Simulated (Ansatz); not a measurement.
**Ca (hcp): energy against volume**

All numbers below come from Ansatz, DFT, PBE, plane waves (420 eV) with PAW, scalar-relativistic.

The cell is scaled uniformly from the relaxed one, with fractional coordinates and shape fixed. Energies are extrapolated to zero smearing, pressures are those at the given smearing. Magnetic state: spin not included.

A Birch-Murnaghan fit gives V₀ = 42.41 Å³/atom, B₀ = 17.4 GPa, B₀′ = 3.3.

(1) What are the energy above the minimum and the pressure at 40.727 Å³/atom?

(2) What are the energy above the minimum and the pressure at 45.817 Å³/atom?

(3) What are the energy above the minimum and the pressure at 47.514 Å³/atom?

## Answers

(1) 3.8 meV/atom and 0.77 GPa as computed.

(2) 13.3 meV/atom and -1.16 GPa as computed.

(3) 28.3 meV/atom and -1.62 GPa as computed.
